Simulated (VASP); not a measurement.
A run of VASP 6.6.1 is set up as follows.

File POSCAR:

```
InAs
1.0
    0.0000000000      3.0550854520      3.0550854520
    3.0550854520      0.0000000000      3.0550854520
    3.0550854520      3.0550854520      0.0000000000
In As
1 1
Direct
    0.0000000000      0.0000000000      0.0000000000
    0.7500000000      0.7500000000      0.7500000000
```

File INCAR.step1:

```
SYSTEM = InAs
ALGO = Normal
EDIFF = 1E-4
ENCUT = 520
GGA = PE
ISMEAR = 0
LASPH = .TRUE.
LCHARG = .FALSE.
LREAL = .FALSE.
LWAVE = .TRUE.
NBANDS = 16
NELM = 60
PREC = Accurate
SIGMA = 0.03
```

File INCAR.step2:

```
SYSTEM = InAs
ALGO = Normal
EDIFF = 1E-7
ENCUT = 520
ISIF = 2
ISMEAR = 0
ISTART = 1
LASPH = .TRUE.
LCHARG = .FALSE.
LMIXTAU = .TRUE.
LREAL = .FALSE.
LWAVE = .FALSE.
METAGGA = R2SCAN
NBANDS = 16
NELM = 60
PREC = Accurate
SIGMA = 0.03
```

KPOINTS

```
k-points
0
G
  10 10 10
  0 0 0
```

Potentials or basis: VASP PAW PBE potentials, release 64 (In_d, As).

Command:

```console
$ cat potpaw_PBE.64/In_d/POTCAR potpaw_PBE.64/As/POTCAR > POTCAR
$ cp INCAR.step1 INCAR
$ mpirun -np 1 vasp_std > vasp.out
$ cp INCAR.step2 INCAR
$ mpirun -np 1 vasp_std > vasp.out
```

(1) Predict the band gap on the k mesh.

(2) Estimate the pressure.

Answers

(1) 0.08 eV, direct.

(2) 0.0 GPa.

Caveat: the PAW data sets were made with another functional, which shifts forces and pressure a little; spin-orbit coupling is left out, which moves the levels of the heavy elements.

**What was measured.**

From a printed reference work, data compilation, for a bulk crystal of InAs at 4.2 K: band gap 0.418 eV (direct).

Measured gap of InAs: 0.418 eV (direct; 4.2 K; a printed reference work, data compilation). This calculation gives 0.08 eV (-0.34 eV). Spin-orbit coupling on As, In is left out. The value is that of r2SCAN, without temperature or zero-point motion.
